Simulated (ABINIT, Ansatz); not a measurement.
## Quasiparticle gap of SiC (P6_3mc) in ABINIT

How does a plane-wave GW calculation on SiC (P6_3mc) run from the first input to the gap?

Method: PBE and many-body steps on it, plane waves, in ABINIT 10.8.3.

**Experimental background.**

- Gap 3.33 eV: band gap at cryogenic temperature; bulk crystal (literature value) (quoted in “Silicon carbide diodes for neutron detection”, 2020, arxiv:2009.14696).

Report form: the programs' logs are mostly left out.

## 1. Starting point

Symmetry: P6_3mc, No. 186, hexagonal system. Conventional cell: a = 3.074 Å, b = 3.074 Å, c = 5.045 Å, α = 90.00°, β = 90.00°, γ = 120.00°. Nearest to Si lie 4 C at 1.88 to 1.90 Å. Nearest to C lie 4 Si at 1.88 to 1.90 Å. Farther neighbours are not listed.

Structure file:

```cif
data_structure
_symmetry_space_group_name_H-M 'P 1'
_symmetry_Int_Tables_number 1
_cell_length_a 3.0735
_cell_length_b 3.0735
_cell_length_c 5.0452
_cell_angle_alpha 90.000
_cell_angle_beta 90.000
_cell_angle_gamma 120.000
_cell_volume 41.27
loop_
_atom_site_label
_atom_site_type_symbol
_atom_site_fract_x
_atom_site_fract_y
_atom_site_fract_z
_atom_site_occupancy
Si1 Si 0.33333 0.66667 0.49960 1
Si2 Si 0.66667 0.33333 0.99960 1
C3 C 0.33333 0.66667 0.87540 1
C4 C 0.66667 0.33333 0.37540 1
```

The cell and positions are those that the Materials Project relaxed with its own functionals (PBE, PBE+U or r2SCAN), kept fixed.

## 2. Ground state

This step: ABINIT 10.8.3; DFT, PBE, plane waves, norm-conserving pseudopotentials.

The ground-state density comes first.

The input, run.abi:

```
acell 3*1.0 Angstrom
rprim 
  3.073513928196 0.000000000001 0.000000000000
  -1.536756964099 2.661741140703 0.000000000000
  0.000000000000 0.000000000000 5.045247710000
ntypat 2
znucl 14 6
natom 4
typat 1 1 2 2
xred 
  0.333333333333 0.666666666667 0.499602400000
  0.666666666667 0.333333333333 0.999602400000
  0.333333333333 0.666666666667 0.875397600000
  0.666666666667 0.333333333333 0.375397600000
pp_dirpath "pseudos"
pseudos "Si.upf, C.upf"
ecut 37
ngkpt 6 6 4
nshiftk 1
shiftk 0 0 0
kptopt 1
chksymbreak 0
nband 14
occopt 1
tolvrs 1e-10
nstep 60
prtwf 0
optforces 0
optstress 0
indata_prefix "in"
outdata_prefix "out"
tmpdata_prefix "tmp"
```

Started as:

```
$ OMP_NUM_THREADS=1 mpirun -n 8 abinit run.abi > log
```

Elapsed: 4.1 s, on 8 MPI ranks of Arm Neoverse V2, shared host; peak memory 0.54 GiB.

This step gave:

```
total energy               : -558.8875 eV
gap                        : 2.275 eV
k of the valence top       : 0, 0, 0
k of the conduction bottom : 0.3333, 0.3333, 0
least direct gap           : 3.985 eV
```

The gap is indirect, with the least direct gap 1.71 eV higher.

## 3. Bands along the symmetry lines

The cheap functional maps the bands first; the places of the edges decide which points the dearer methods must see.

The input, run.abi:

```
acell 3*1.0 Angstrom
rprim 
  3.073513928196 0.000000000001 0.000000000000
  -1.536756964099 2.661741140703 0.000000000000
  0.000000000000 0.000000000000 5.045247710000
ntypat 2
znucl 14 6
natom 4
typat 1 1 2 2
xred 
  0.333333333333 0.666666666667 0.499602400000
  0.666666666667 0.333333333333 0.999602400000
  0.333333333333 0.666666666667 0.875397600000
  0.666666666667 0.333333333333 0.375397600000
pp_dirpath "pseudos"
pseudos "Si.upf, C.upf"
ecut 37
iscf -2
irdden 1
kptopt 0
nkpt 75
kpt 
  0.00000000 0.00000000 0.00000000
  0.06250000 0.00000000 0.00000000
  0.12500000 0.00000000 0.00000000
  0.18750000 0.00000000 0.00000000
  0.25000000 0.00000000 0.00000000
  0.31250000 0.00000000 0.00000000
  0.37500000 0.00000000 0.00000000
  0.43750000 0.00000000 0.00000000
  0.50000000 0.00000000 0.00000000
  0.47916667 0.04166667 0.00000000
  0.45833333 0.08333333 0.00000000
  0.43750000 0.12500000 0.00000000
  0.41666666 0.16666666 0.00000000
  0.39583333 0.20833333 0.00000000
  0.37500000 0.25000000 0.00000000
  0.35416666 0.29166666 0.00000000
  0.33333333 0.33333333 0.00000000
  0.29166666 0.29166666 0.00000000
  0.25000000 0.25000000 0.00000000
  0.20833333 0.20833333 0.00000000
  0.16666666 0.16666666 0.00000000
  0.12500000 0.12500000 0.00000000
  0.08333333 0.08333333 0.00000000
  0.04166667 0.04166667 0.00000000
  0.00000000 0.00000000 0.00000000
  0.00000000 0.00000000 0.06250000
  0.00000000 0.00000000 0.12500000
  0.00000000 0.00000000 0.18750000
  0.00000000 0.00000000 0.25000000
  0.00000000 0.00000000 0.31250000
  0.00000000 0.00000000 0.37500000
  0.00000000 0.00000000 0.43750000
  0.00000000 0.00000000 0.50000000
  0.06250000 0.00000000 0.50000000
  0.12500000 0.00000000 0.50000000
  0.18750000 0.00000000 0.50000000
  0.25000000 0.00000000 0.50000000
  0.31250000 0.00000000 0.50000000
  0.37500000 0.00000000 0.50000000
  0.43750000 0.00000000 0.50000000
  0.50000000 0.00000000 0.50000000
  0.47916667 0.04166667 0.50000000
  0.45833333 0.08333333 0.50000000
  0.43750000 0.12500000 0.50000000
  0.41666666 0.16666666 0.50000000
  0.39583333 0.20833333 0.50000000
  0.37500000 0.25000000 0.50000000
  0.35416666 0.29166666 0.50000000
  0.33333333 0.33333333 0.50000000
  0.29166666 0.29166666 0.50000000
  0.25000000 0.25000000 0.50000000
  0.20833333 0.20833333 0.50000000
  0.16666666 0.16666666 0.50000000
  0.12500000 0.12500000 0.50000000
  0.08333333 0.08333333 0.50000000
  0.04166667 0.04166667 0.50000000
  0.00000000 0.00000000 0.50000000
  0.50000000 0.00000000 0.50000000
  0.50000000 0.00000000 0.43750000
  0.50000000 0.00000000 0.37500000
  0.50000000 0.00000000 0.31250000
  0.50000000 0.00000000 0.25000000
  0.50000000 0.00000000 0.18750000
  0.50000000 0.00000000 0.12500000
  0.50000000 0.00000000 0.06250000
  0.50000000 -0.00000000 0.00000000
  0.33333333 0.33333333 0.50000000
  0.33333333 0.33333333 0.43750000
  0.33333333 0.33333333 0.37500000
  0.33333333 0.33333333 0.31250000
  0.33333333 0.33333333 0.25000000
  0.33333333 0.33333333 0.18750000
  0.33333333 0.33333333 0.12500000
  0.33333333 0.33333333 0.06250000
  0.33333333 0.33333333 0.00000000
istwfk *1
nband 15
nbdbuf 2
tolwfr 1e-08
nstep 40
prtwf 0
prtvol 0
indata_prefix "in"
outdata_prefix "out"
tmpdata_prefix "tmp"
```

Elapsed: 6.3 s, on 8 MPI ranks; peak memory 0.52 GiB.

This step gave:

```
gap                        : 2.275 eV
k of the valence top       : 0, 0, 0
k of the conduction bottom : 0.3333, 0.3333, 0
least direct gap           : 3.985 eV
```

The gap is 2.275 eV, as in the run before at this level.

Electronic bands along the path, in eV, zero at the top of the highest filled band; v1 is the highest filled band, c1 the lowest empty one:

```
    point     v4     v3     v2     v1    c1    c2    c3    c4
        Γ  -1.32  -0.11   0.00   0.00  4.82  6.22  6.68  6.68
  halfway  -2.97  -2.53  -1.02  -0.61  4.06  5.85  7.26  7.67
        M  -5.45  -3.33  -3.30  -1.20  2.79  4.23  6.90  7.14
  halfway  -5.40  -4.67  -3.37  -2.55  3.20  5.17  7.69  8.51
        K  -6.27  -4.05  -4.05  -3.84  2.28  8.18  8.87  8.87
  halfway  -4.15  -2.82  -1.45  -1.25  5.07  5.82  7.01  7.22
        Γ  -1.32  -0.11   0.00   0.00  4.82  6.22  6.68  6.68
  halfway  -1.15  -1.15  -0.22  -0.22  5.10  6.80  6.80  7.04
        A  -0.71  -0.71  -0.71  -0.71  5.91  5.91  7.37  7.37
  halfway  -2.96  -2.96  -1.72  -1.72  4.50  4.50  7.37  7.37
        L  -2.45  -2.45  -2.34  -2.34  3.29  3.29  5.27  5.27
  halfway  -4.26  -4.26  -1.92  -1.92  4.29  4.29  6.37  6.37
        H  -5.66  -5.66  -1.74  -1.74  5.08  5.08  6.02  6.02
  halfway  -3.02  -3.02  -2.50  -2.50  5.18  5.18  7.55  7.55
        A  -0.71  -0.71  -0.71  -0.71  5.91  5.91  7.37  7.37
jump to L  -2.45  -2.45  -2.34  -2.34  3.29  3.29  5.27  5.27
  halfway  -4.15  -3.10  -2.34  -1.63  3.11  3.27  6.64  7.05
        M  -5.45  -3.33  -3.30  -1.20  2.79  4.23  6.90  7.14
jump to H  -5.66  -5.66  -1.74  -1.74  5.08  5.08  6.02  6.02
  halfway  -6.47  -4.52  -2.82  -2.82  3.50  6.58  6.58  7.84
        K  -6.27  -4.05  -4.05  -3.84  2.28  8.18  8.87  8.87
```

## 4. Empty states on the mesh, 6×6×4 mesh, 127 bands

The sums over transitions need many empty states on a uniform mesh; this step solves for them.

The input, run.abi:

```
acell 3*1.0 Angstrom
rprim 
  3.073513928196 0.000000000001 0.000000000000
  -1.536756964099 2.661741140703 0.000000000000
  0.000000000000 0.000000000000 5.045247710000
ntypat 2
znucl 14 6
natom 4
typat 1 1 2 2
xred 
  0.333333333333 0.666666666667 0.499602400000
  0.666666666667 0.333333333333 0.999602400000
  0.333333333333 0.666666666667 0.875397600000
  0.666666666667 0.333333333333 0.375397600000
pp_dirpath "pseudos"
pseudos "Si.upf, C.upf"
ecut 37
ngkpt 6 6 4
nshiftk 1
shiftk 0 0 0
kptopt 1
chksymbreak 0
irdden 1
istwfk *1
nband 127
prtvol 0
optdriver 6
gwr_task "HDIAGO"
paral_kgb 0
occopt 1
indata_prefix "in"
outdata_prefix "out"
tmpdata_prefix "tmp"
```

Run time: 47 s. Hardware: 8 MPI ranks; peak memory 4.3 GiB; 6.3 min of CPU time.

This step gave:

| Property | Result |
| --- | --- |
| gap | 2.275 eV |
| k of the valence top | 0, 0, 0 |
| k of the conduction bottom | 0.3333, 0.3333, 0 |
| least direct gap | 3.985 eV |
| k points computed | 21 |
| lowest point of the top converged band, above the valence top | 96.1246 eV |

On this mesh the gap is 2.275 eV.

## 5. Screening, 6×6×4 mesh, 119 bands, screening to 179.6 eV

The RPA dielectric matrix is built and inverted for each q.

This step: RPA screening on PBE, plane waves, norm-conserving pseudopotentials.

Changes to run.abi since step 4:

```diff
@@ -22,10 +22,11 @@
 chksymbreak 0
-irdden 1
 istwfk *1
-nband 127
-prtvol 0
-optdriver 6
-gwr_task "HDIAGO"
-paral_kgb 0
 occopt 1
+irdwfk 1
+optdriver 3
+nband 119
+ecuteps 6.6
+inclvkb 2
+awtr 1
+symchi 1
 indata_prefix "in"
```

Elapsed: 50 s, on 8 MPI ranks; peak memory 1.8 GiB.

Numbers from this step:

- ε∞ with local fields, on this mesh, along the program's q direction: 6.853
- the same without local fields: 7.508
- plasma frequency: 23.12 eV
- plane waves in the screening matrix: 245

Local fields lower ε∞ by 9 %.

## 6. Self-energy, 6×6×4 mesh, 119 bands, screening to 179.6 eV

The self-energy is evaluated for the states that the input lists, and the levels follow from it, in one-shot runs by the linearised quasiparticle equation.

This step: G0W0 on PBE, plane waves, norm-conserving pseudopotentials.

Changes to run.abi since step 5:

```diff
@@ -25,8 +25,19 @@
 irdwfk 1
-optdriver 3
+optdriver 4
 nband 119
+gwcalctyp 0
+ecutsigx 37
+symsigma 1
+nkptgw 3
+kptgw 
+  0.0000000000 0.0000000000 0.0000000000
+  0.3333333333 0.3333333333 0.0000000000
+  0.5000000000 0.0000000000 0.0000000000
+bdgw 
+  7 10
+  6 10
+  7 10
 ecuteps 6.6
-inclvkb 2
-awtr 1
-symchi 1
+irdscr 1
+ppmodel 1
 indata_prefix "in"
```

The job ended after 16 s (8 MPI ranks; peak memory 1.9 GiB).

Numbers from this step:

* G0W0 gap on the points computed: 2.917 eV
* starting gap on the mesh: 2.275 eV
* k of the valence top: 0, 0, 0
* k of the conduction bottom: 0.3333, 0.3333, 0
* Z at the valence top: 0.793
* Z at the conduction bottom: 0.825
* least direct G0W0 gap on the computed points: 4.857 eV

The gap on the mesh goes from 2.28 eV to 2.92 eV, a correction of +0.64 eV.

Limits: finite bands, cutoff and mesh. v1 is the top filled band, c1 the lowest empty one. Levels before and after the correction, in eV, zero at the valence-band top of each column:

```
           conduction bottom  valence top
Kohn-Sham               2.28         0.00
     G0W0               2.92         0.00
```

```
                           level  energy (eV)
Kohn-Sham                Γ v2-v1        0.000
Kohn-Sham                   Γ c1        4.820
Kohn-Sham                   Γ c2        6.220
Kohn-Sham  (0.333 0.333 0) v3-v2       -4.053
Kohn-Sham     (0.333 0.333 0) v1       -3.842
Kohn-Sham     (0.333 0.333 0) c1        2.275
Kohn-Sham     (0.333 0.333 0) c2        8.182
     G0W0                Γ v2-v1        0.000
     G0W0                   Γ c1        5.676
     G0W0                   Γ c2        7.058
     G0W0  (0.333 0.333 0) v3-v2       -4.440
     G0W0     (0.333 0.333 0) v1       -4.233
     G0W0     (0.333 0.333 0) c1        2.917
     G0W0     (0.333 0.333 0) c2        9.253
```

## 7. Where the time went

Times are wall times on 8 MPI ranks of Arm Neoverse V2, shared host, good to a factor of about two.

```
                          step   time  share  memory (GiB)
                  ground state  4.1 s    3 %          0.54
bands along the symmetry lines  6.3 s    5 %          0.52
      empty states on the mesh   47 s   38 %           4.3
                     screening   50 s   41 %           1.8
                   self-energy   16 s   13 %           1.9
```

## 8. Summary of results

```json
{
  "PBE gap": "2.28 eV, indirect",
  "G0W0 gap on the mesh": "2.92 eV",
  "GW settings": "6×6×4 mesh, 119 bands, screening to 179.6 eV, Godby-Needs plasmon pole",
  "known limits": "not at the basis limit"
}
```

**Reading.** G0W0 moves the gap on the mesh from 2.28 eV to 2.92 eV (+0.64 eV), with Z of 0.79 and 0.82 at the edges. Local fields lower the RPA ε∞ on this mesh from 7.51 to 6.85. Only 3 of the mesh's irreducible points were corrected, so a valley elsewhere could overtake. Against experiment, by G0W0@PBE: the gap of 2.92 eV lies −0.41 eV from the measured 3.33 eV (kind not stated, quoted 2020). The calculation has static nuclei and no excitons; a measured gap holds zero-point and thermal motion, which mostly lowers it. Bands and cutoff are finite, so the gap is not at the basis limit. The miss can reach some tenths of an eV and take either sign; the mesh is an error of its own. In the G0W0 run levels were corrected at 3 k points alone, so a gap called «on the mesh» is the least over those, and an edge elsewhere would be missed.

[Paths, hosts, dates, memory and timing lines, banners, echoed tables and standing remarks are left out of the program output.]

[Logs are printed without paths, hosts, clocks, repeated set-up lines and the standing remarks that a program may print on its own settings, such as how far it seeks lower states.]

[Runs of the session that timed out or met a known fault of the program may be left out.]

[Hosts, paths, dates, database ids (printed as entryN), source tags and the programs' standing remarks are cut or masked in the printed files.]

[G0W0 gaps are taken among the corrected bands and points alone; a level outside them can change the order at an edge.]

[Where Ansatz stands beside ABINIT at settings called matched, ABINIT's density can come from a denser mesh and the files from another edition; pairs whose starting gaps differed by over 0.03 eV were left out, so agreement reads better than it is.]
